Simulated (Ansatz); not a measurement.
Input and command of a plane-wave DFT calculation in Ansatz:

```yaml
crystal:
  lattice:
    - [0.0, 2.3535212201, 2.3535212201]
    - [2.2086347786, 0.1448864415, 2.2086347786]
    - [2.2086347786, 2.2086347786, 0.1448864415]
  atoms:
    - { symbol: Ta, position: [0.5, 0.5, 0.5] }
    - { symbol: "N", position: [0.0, 0.0, 0.0] }
basis:
  ecutwfc: 420
kpoints:
  mp_grid: { grid: [24, 24, 24] }
hamiltonian:
  xc: pbe
scf:
  occupations: { method: gaussian, width: 0.15 }
output:
  forces: true
  stress: true
  eigenvalues: true
```

```bash
ansatz run input.yaml --threads 1 --pin off --max-ram 2560MiB --backend cpu --events-out ev --progress --plain --runs-dir out
```

Processor: AMD EPYC 9R45 96-Core Processor (Zen 5), 1 thread, on a host shared with other jobs.

Question: How long does it run, and how much memory does it take?

Answer: About 10 s on 1 thread of AMD EPYC 9R45 96-Core Processor (Zen 5) (shared host), peak memory 0.81 GiB. It solves 13 bands at 1963 k points (the mesh reduced by symmetry) with about 439 plane waves, in 6 SCF iterations.
